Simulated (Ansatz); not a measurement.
Zone-centre phonons of CaF2 at 50 GPa: input and output

Method: DFT PBE, scalar-relativistic, plane waves, PAW (Ansatz 0.2.0).

Launched with:
```bash
ansatz run input.yaml --threads 1 --pin off --max-ram 3072MiB --backend cpu --events-out ev --progress --plain --runs-dir out
```

Input (bare energies are in eV):
```yaml
crystal:
  lattice:
    - [0.0, 2.4791162773, 2.4791162773]
    - [2.4791162773, 0.0, 2.4791162773]
    - [2.4791162773, 2.4791162773, 0.0]
  atoms:
    - { symbol: Ca, position: [0.0, 0.0, 0.0] }
    - { symbol: F, position: [0.25, 0.25, 0.25] }
    - { symbol: F, position: [0.75, 0.75, 0.75] }
basis:
  ecutwfc: 420
kpoints:
  mp_grid: { grid: [8, 8, 8] }
hamiltonian:
  xc: pbe
scf:
  occupations: { method: fixed }
output:
  eigenvalues: true
phonons:
  method: dfpt
  dielectric: true
  rigid_motions: translations
  eigenvectors: true
```

Results section of the output:
```
--- Phonons (Γ-DFPT): 2 representative perturbations + reference, on 95 of 512 k-points (Σ response iterations 8) ---
  k mesh reduced under 4 symmetry operations, with k and −k counted as one. Each operation leaves every solved perturbation unchanged. A smaller set is not considered because the run solves the response ...
  ASR residual: 2.696e-3 → 0.000e0 eV/Å²; symmetrization residual: 5.093e-7 eV/Å²
  ASR residual per site (eV/Å²): 2.70e-3 1.57e-3 1.57e-3
  Γ frequencies (cm⁻¹): 0.00 0.00 0.00 453.73 453.73 453.73 488.70 488.70 488.70
  ε∞ (high-frequency dielectric tensor):
        2.504144    -0.000000     0.000000
        0.000000     2.504144     0.000000
        0.000000     0.000000     2.504144
  ε⁰ (static dielectric tensor: ions relaxed, cell fixed):
        4.950378    -0.000000     0.000000
       -0.000000     4.950378    -0.000000
        0.000000    -0.000000     4.950378
  ε⁰ − ε∞ (ionic part):
        2.446234    -0.000000     0.000000
       -0.000000     2.446234    -0.000000
        0.000000    -0.000000     2.446234
  softest optical mode at Γ: 453.73 cm⁻¹; the repairs (sum rule, projections) moved no ω² at Γ by more than (4.75 cm⁻¹)²
  Born effective charges Z* (e; rows j = field, columns β = displacement):
    site 0:
         2.46643   -0.00000   -0.00000
         0.00000    2.46643    0.00000
         0.00000   -0.00000    2.46643
    site 1:
        -1.23321   -0.00000    0.00000
        -0.00000   -1.23321   -0.00000
         0.00000    0.00000   -1.23321
    site 2:
        -1.23321    0.00000   -0.00000
        -0.00000   -1.23321   -0.00000
         0.00000    0.00000   -1.23321
  Z* charge neutrality: 2.559e-6 e pre-enforcement
  k-mesh period / interband length: 28.0 Å / 0.81 Å = 34.60 at k = (0.0000, 0.0000, 0.0000), direct gap 9.510 eV — 14 or more, which is no proof of convergence
  optical modes at Γ without the LO–TO term, one row a degenerate level:
      ω (cm⁻¹) modes IR ((D/Å)²/amu)
        453.73      3            21.5863
        488.70      3             0.0000
  optical modes at Γ + LO–TO along q̂ = [1.0000, 0.0000, 0.0000]:
      ω (cm⁻¹) modes IR ((D/Å)²/amu)
        453.73      2            14.3908
        488.70      3             0.0000
        637.95      1             7.1954
  optical modes at Γ + LO–TO along q̂ = [0.0000, 1.0000, 0.0000]:
      ω (cm⁻¹) modes IR ((D/Å)²/amu)
        453.73      2            14.3908
        488.70      3             0.0000
        637.95      1             7.1954
  optical modes at Γ + LO–TO along q̂ = [0.0000, 0.0000, 1.0000]:
      ω (cm⁻¹) modes IR ((D/Å)²/amu)
        453.73      2            14.3908
        488.70      3             0.0000
        637.95      1             7.1954
```

It took 45 s on 1 thread of Intel(R) Xeon(R) Processor @ 2.50GHz (Skylake/Cascade Lake), on a shared host, peak memory 0.49 GiB.

The real crystal has changed phase below this pressure.